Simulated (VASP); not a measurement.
Here is a VASP 6.6.1 calculation.

File INCAR:

```
PREC = Accurate
ENCUT = 600
EDIFF = 1E-7
ISMEAR = 0
SIGMA = 0.02
LREAL = F
LASPH = T
NELM = 100
ALGO = Normal
ISIF = 3
LWAVE = F
LCHARG = F
GGA = PS
IBRION = 2
NSW = 90
EDIFFG = -0.005
```

The input KPOINTS:

```
regular mesh
0
Gamma
  8 8 8
```

POSCAR

```
AlAs
1.0
    0.0000000000      2.8379008000      2.8379008000
    2.8379008000      0.0000000000      2.8379008000
    2.8379008000      2.8379008000      0.0000000000
Al As
1 1
Direct
    0.0000000000      0.0000000000      0.0000000000
    0.2500000000      0.2500000000      0.2500000000
```

Potentials or basis: VASP PAW PBE potentials, release 64 (Al, As).

Command:

```bash
$ cat potpaw_PBE.64/Al/POTCAR potpaw_PBE.64/As/POTCAR > POTCAR
$ mpirun -np 1 vasp_std > vasp.out
```

Q: What does it give for the band gap on the k mesh?

A: 1.34 eV, indirect (least direct gap 1.89 eV).

Q: What does it give for the relaxed volume?

A: 22.93 Å³/atom.

Q: Estimate the relaxed cell.

A: a = 4.018 Å, b = 4.018 Å, c = 4.018 Å, α = 60.00°, β = 60.00°, γ = 60.00°.

Step by step:
| step | energy change (eV) | largest force (eV/Å) | pressure (GPa) | volume (Å³) |
| --- | --- | --- | --- | --- |
| 1 | 0.0000 | 0.0000 | 0.23 | 45.71 |
| 2 | -0.0001 | 0.0000 | -0.11 | 45.93 |
| 3 | -0.0001 | 0.0000 | 0.00 | 45.86 |

Caveat: the PAW data sets were made with another functional, which shifts forces and pressure a little. As with any semilocal functional, this PBEsol gap is likely too small.
